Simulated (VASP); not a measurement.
# CoO (R3m) in VASP: single point with PBE+D3(BJ)

Aim: the single point of CoO with PBE+D3(BJ).

Everything below comes from runs of VASP 6.6.1. Logs are shortened: lines on timing, memory, paths and dates and some standing lists are left out, and cuts for length are marked.

## Step 1: Starting point

It takes space group R3m (No. 160, trigonal). The conventional cell has a = 3.182 Å, b = 3.182 Å, c = 7.576 Å, α = 90.00°, β = 90.00°, γ = 120.00°. Co (site symmetry 3m) is surrounded by 4 O at 1.88 to 1.95 Å. O (site symmetry 3m) has 4 Co at 1.88 to 1.95 Å as nearest neighbours.

Measurements of this composition are mostly on another form, of space group No. 225.

## Step 2: Single point, PBE+D3(BJ), collinear spin, typed start

File INCAR:

```
SYSTEM = CoO
PREC = Accurate
ENCUT = 520
EDIFF = 1E-7
ISMEAR = 0
SIGMA = 0.01
LREAL = .FALSE.
LASPH = .TRUE.
NELM = 150
ALGO = Normal
ISIF = 2
LWAVE = .FALSE.
LCHARG = .FALSE.
ISPIN = 2
MAGMOM = -2.27 2.27 -0.16 0.16
LORBIT = 11
LMAXMIX = 4
GGA = PE
IVDW = 12
NBANDS = 27
```

File KPOINTS:

```
Automatic mesh
0
G
  12 12 12
  0 0 0
```

File POSCAR:

```
CoO
1.0
    1.5909369270      0.9185278614      5.0504909895
   -1.5909369270      0.9185278614      5.0504909895
    0.0000000000     -1.8370557277      5.0504909886
Co O
2 2
Direct
    0.9994461198      0.9994461198      0.9994461198
    0.4994444129      0.4994444129      0.4994444129
    0.3755537615      0.3755537615      0.3755537615
    0.8755550458      0.8755550458      0.8755550458
```

Potentials or basis: VASP PAW PBE potentials, release 64 (Co, O).

Command:

```console
$ cat potpaw_PBE.64/Co/POTCAR potpaw_PBE.64/O/POTCAR > POTCAR
$ mpirun -np 1 vasp_std > vasp.out
```

OUTCAR:

```text
SYSTEM = CoO
   PREC = Accurate
   ENCUT = 520
   EDIFF = 1E-7
   ISMEAR = 0
   LREAL = .FALSE.
   LASPH = .TRUE.
   NELM = 150
   ISIF = 2
   ISPIN = 2
   LORBIT = 11
   GGA = PE
   IVDW = 12
 IVDW          = 12

 ion  position               nearest neighbor table
   1  0.999  0.999  0.999-   4 1.88   3 1.95   3 1.95   3 1.95   2 3.12   2 3.12   2 3.12   2 3.12
                             2 3.12   2 3.12
   2  0.499  0.499  0.499-   3 1.88   4 1.95   4 1.95   4 1.95   1 3.12   1 3.12   1 3.12   1 3.12
                             1 3.12   1 3.12
   3  0.376  0.376  0.376-   2 1.88   1 1.95   1 1.95   1 1.95
   4  0.876  0.876  0.876-   1 1.88   2 1.95   2 1.95   2 1.95

  LATTYP: Found a trigonal (rhomboedric) cell.
 ALAT       =     5.3742192896
 COS(alpha) =     0.8247309820

  Lattice vectors:

 A1 = (   1.5909369270,   0.9185278614,   5.0504909895)
 A2 = (  -1.5909369270,   0.9185278614,   5.0504909895)
 A3 = (   0.0000000000,  -1.8370557277,   5.0504909886)

Analysis of symmetry for initial positions (statically):
=====================================================================
 Subroutine PRICEL returns following result:

  LATTYP: Found a base centered monoclinic cell.
 ALAT       =     5.3741706813
 B/A-ratio  =     0.5920678822
 C/A-ratio  =     0.5810724044
 COS(beta)  =    -0.5588578183
[... 12 lines left out ...]
 Subroutine GETGRP returns: Found  6 space group operations
 (whereof  6 operations were pure point group operations)
 out of a pool of 12 trial point group operations.

The static configuration has the point symmetry C_3v.

Analysis of symmetry for dynamics (positions and initial velocities):
=====================================================================
 Subroutine PRICEL returns following result:

  LATTYP: Found a base centered monoclinic cell.
 ALAT       =     5.3741706813
 B/A-ratio  =     0.5920678822
 C/A-ratio  =     0.5810724044
 COS(beta)  =    -0.5588578183
[... 12 lines left out ...]
 Subroutine GETGRP returns: Found  6 space group operations
 (whereof  6 operations were pure point group operations)
 out of a pool of 12 trial point group operations.

The dynamic configuration has the point symmetry C_3v.

Analysis of structural, dynamic, and magnetic symmetry:
=====================================================================
 Subroutine PRICEL returns following result:

  LATTYP: Found a base centered monoclinic cell.
 ALAT       =     5.3741706813
 B/A-ratio  =     0.5920678822
 C/A-ratio  =     0.5810724044
 COS(beta)  =    -0.5588578183
[... 12 lines left out ...]
 Subroutine GETGRP returns: Found  6 space group operations
 (whereof  6 operations were pure point group operations)
 out of a pool of 12 trial point group operations.

The overall configuration has the point symmetry C_3v.

 Subroutine INISYM returns: Found  6 space group operations
 (whereof  6 operations are pure point group operations),
 and found     2 'primitive' translations

----------------------------------------------------------------------------------------

                                     Primitive cell

  volume of cell :      22.1411

  direct lattice vectors                    reciprocal lattice vectors
    -1.590936927  0.918527864 -2.525219632    -0.314282361  0.181448528 -0.132000818
     0.000000000 -1.837055725 -2.525219633    -0.000002146 -0.362900773 -0.132000818
    -1.590936927 -0.918527864  2.525271356    -0.314278070 -0.181448528  0.132000818

  length of vectors
     3.122740452  3.122740452  3.122782280     0.386162125  0.386162125  0.386158632

  position of ions in fractional coordinates (direct lattice)
     0.001100937  0.001100937  0.998899063
     0.248883930  0.248883930  0.751116070

  ion indices of the primitive-cell ions
   primitive index   ion index
                 1           1
                 2           4

----------------------------------------------------------------------------------------

 KPOINTS: Automatic mesh

Automatic generation of k-mesh.
 Grid dimensions read from file:
 generate k-points for:   12   12   12

 Generating k-lattice:

  Cartesian coordinates                     Fractional coordinates (reciprocal lattice)
     0.026190018  0.015120814  0.005500015     0.083333333  0.000000000  0.000000000
    -0.026190018  0.015120814  0.005500015     0.000000000  0.083333333  0.000000000
     0.000000000 -0.030241628  0.005500015     0.000000000  0.000000000  0.083333333

  Length of vectors
     0.030737700  0.030737700  0.030737700

  Shift w.r.t. Gamma in fractional coordinates (k-lattice)
     0.000000000  0.000000000  0.000000000

 Subroutine IBZKPT returns following result:
 ===========================================

 Found    189 irreducible k-points:

 Following reciprocal coordinates:
            Coordinates               Weight
  0.000000  0.000000  0.000000      1.000000
  0.083333  0.000000  0.000000      6.000000
  0.166667  0.000000 -0.000000      6.000000
  0.250000  0.000000  0.000000      6.000000
  0.333333  0.000000 -0.000000      6.000000
  0.416667  0.000000 -0.000000      6.000000
[... 16 lines left out ...]
  0.500000  0.166667  0.000000     12.000000
 -0.416667  0.166667 -0.000000     12.000000
 [... further k-points ...]
   k-points           NKPTS =    189   k-points in BZ     NKDIM =    189   number of bands    NBANDS=     27
   number of dos      NEDOS =    301   number of ions     NIONS =      4
   total plane-waves  NPLWV =  64000
   dimension x,y,z NGX =    40 NGY =   40 NGZ =   40
   dimension x,y,z NGXF=    80 NGYF=   80 NGZF=   80
   ions per type =               2   2
   NGX,Y,Z   is equivalent  to a cutoff of  12.37, 12.37, 12.37 a.u.
   NGXF,Y,Z  is equivalent  to a cutoff of  24.75, 24.75, 24.75 a.u.
 SYSTEM =  CoO
   PREC   = accura    normal or accurate (medium, high low for compatibility)
   ISTART =      0    job   : 0-new  1-cont  2-samecut
   ICHARG =      2    charge: 1-file 2-atom 10-const
   ISPIN  =      2    spin polarized calculation?
   LNONCOLLINEAR =      F non collinear calculations
   LSORBIT =      F    spin-orbit coupling
   LASPH  =      T    aspherical Exc in radial PAW
   ENCUT  =  520.0 eV  38.22 Ry    6.18 a.u.   9.99  9.99  9.99*2*pi/ulx,y,z
   NELM   =    150;   NELMIN=  2; NELMDL= -5     # of ELM steps
   EDIFF  = 0.1E-06   stopping-criterion for ELM
   LREAL  =      F    real-space projection
   EDIFFG = 0.1E-05   stopping-criterion for IOM
   NSW    =      0    number of steps for IOM
   IBRION =     -1    ionic relax: 0-MD 1-quasi-New 2-CG
   NFREE  =      0    steps in history (QN), initial steepest desc. (CG)
   ISIF   =      2    stress and relaxation
   ISYM   =      2    0-nonsym 1-usesym 2-fastsym
   POTIM  = 0.5000    time-step for ionic-motion
   TEBEG  =    0.0;   TEEND  =   0.0 temperature during run
   PSTRESS=    0.0 pullay stress
   NELECT =      30.0000    total number of electrons
   NUPDOWN=      -1.0000    fix difference up-down
   EMIN   =  10.00;   EMAX   =-10.00  energy-range for DOS
   EFERMI =   0.00;   METHOD = LEGACY
   ISMEAR =     0;   SIGMA  =   0.01  broadening in eV -4-tet -1-fermi 0-gaus
   EFERMI_NEDOS =   21; number of points for ismear=-14 and -15
   IALGO  =     38    algorithm
   IMIX   =      4    mixing-type and parameters
     AMIX     =   0.40;   BMIX     =  1.00
     AMIX_MAG =   1.60;   BMIX_MAG =  1.00
  volume/ion in A,a.u.               =      11.07        74.71
  Fermi-wavevector in a.u.,A,eV,Ry     =   1.437822  2.717090 28.127771  2.067333
  Thomas-Fermi vector in A             =   2.556857
   LORBIT       =     11    0 simple, 1 ext, 2 COOP (PROOUT), +10 PAW based schemes
   GGA     = PE    functional components
   LHFCALC =     F    Hartree Fock is set to
   AEXX    =    0.0000 exact exchange contribution
   IVDW    =    12    specifies the selected vdW correction
   LEPSILON=     F    determine dielectric tensor
   LRPA    =     F    only Hartree local field effects (RPA)
 spin polarized calculation
 Gauss-broadening in eV      SIGMA  =   0.01
  energy-cutoff  :      520.00
  volume of cell :       44.28
 maximum number of plane-waves:      1207
   NGX = 19   NGY = 19   NGZ = 19

 number of electron      30.0000002 magnetization       0.0000000

 Free energy of the ion-electron system (eV)
  ---------------------------------------------------
  ext. energy  EPLUGINS =         0.00000000
  ---------------------------------------------------
  free energy    TOTEN  =       -26.91913243 eV

  energy without entropy =      -26.91913243  energy(sigma->0) =      -26.91913243

 E-fermi :   6.7754     XC(G=0): -11.3739

 val. band max:        6.7401464260   @ k =   0.5000   0.5000   0.5000
 cond. band min:       6.8130798084   @ k =  -0.2500   0.3333   0.2500
 fundamental gap:      0.0729333824
 Fermi energy:         6.7754419428

 spin component 1

 k-point     1 :       0.0000    0.0000    0.0000
  band No.  band energies     occupation
      1     -13.6402      1.00000
      2     -12.8726      1.00000
      3      -0.5234      1.00000
      4       0.3887      1.00000
      5       0.3887      1.00000
      6       0.4953      1.00000
[... 709 lines left out ...]
     26      20.5440      0.00000
     27      24.6191      0.00000

 [... further k-points ...]

 spin component 2

 k-point     1 :       0.0000    0.0000    0.0000
  band No.  band energies     occupation
      1     -13.6404      1.00000
      2     -12.8724      1.00000
      3      -0.5235      1.00000
      4       0.3880      1.00000
      5       0.3880      1.00000
      6       0.4953      1.00000
[... 709 lines left out ...]
     26      20.5441      0.00000
     27      24.6190      0.00000

 [... further k-points ...]

------------------------ aborting loop because EDIFF is reached ----------------------------------------

 Edisp (eV)   -0.90569

 E8    (eV) :    -0.3507

  FORCE on cell =-STRESS in cart. coord.  units (eV):
  Direction    XX          YY          ZZ          XY          YZ          ZX
  --------------------------------------------------------------------------------------
  -------------------------------------------------------------------------------------
  Total      -0.01225    -0.01225     0.03029     0.00000    -0.00000     0.00000
  in kB      -0.44330    -0.44330     1.09598     0.00000    -0.00000     0.00000
  external pressure =        0.07 kB  Pullay stress =        0.00 kB

 VOLUME and BASIS-vectors are now :
 -----------------------------------------------------------------------------
  energy-cutoff  :      520.00
  volume of cell :       44.28
      direct lattice vectors                 reciprocal lattice vectors
     1.590936927  0.918527861  5.050490990     0.314280215  0.181449767  0.066000184
    -1.590936927  0.918527861  5.050490990    -0.314280215  0.181449767  0.066000184
     0.000000000 -1.837055728  5.050490989     0.000000000 -0.362899534  0.066000184

 POSITION                                       TOTAL-FORCE (eV/Angst)
 -----------------------------------------------------------------------------------
      0.00000     -0.00000     15.14308         0.000000     -0.000000      0.000718
      0.00000     -0.00000      7.56732        -0.000000     -0.000000      0.000718
      0.00000     -0.00000      5.69019        -0.000000      0.000000     -0.000718
      0.00000     -0.00000     13.26595        -0.000000      0.000000     -0.000718
 -----------------------------------------------------------------------------------
    total drift:                                0.000000      0.000000     -0.001063

  FREE ENERGIE OF THE ION-ELECTRON SYSTEM (eV)
  ---------------------------------------------------
  free  energy   TOTEN  =       -27.8248204096 eV

  energy  without entropy=      -27.8248204095  energy(sigma->0) =      -27.82482041

 total charge

# of ion       s       p       d       tot
------------------------------------------
    1        0.361   0.475   7.241   8.077
    2        0.361   0.475   7.241   8.077
    3        1.552   3.454   0.000   5.006
    4        1.552   3.454   0.000   5.006
--------------------------------------------------
tot          3.826   7.858  14.482  26.167

 magnetization (x)

# of ion       s       p       d       tot
------------------------------------------
    1       -0.009  -0.048  -2.129  -2.186
    2        0.009   0.048   2.129   2.186
    3       -0.012  -0.129   0.000  -0.141
    4        0.012   0.129   0.000   0.141
--------------------------------------------------
tot          0.000   0.000   0.000   0.000
```

Wall time 14 min (1 thread of Intel Xeon Platinum 8488C (Sapphire Rapids), shared host); peak memory 0.52 GiB.

Results:

| Property | Result |
| --- | --- |
| Free energy | -27.8248 eV |
| Pressure | 0.0 GPa |
| Band gap on the k mesh | 0.07 eV |
| Net moment | 0.00 μB per cell |
| Site moments | Co -2.19, +2.19; O -0.14, +0.14 μB |
| Valence electrons inside the program's atomic spheres | Co 8.08; O 5.01 |
| Dispersion energy per atom | -0.226 eV |

Stress tensor (GPa, compression positive):
```
-0.04  0.00  0.00
 0.00 -0.04  0.00
 0.00  0.00  0.11
```

A k mesh can miss the band edges.
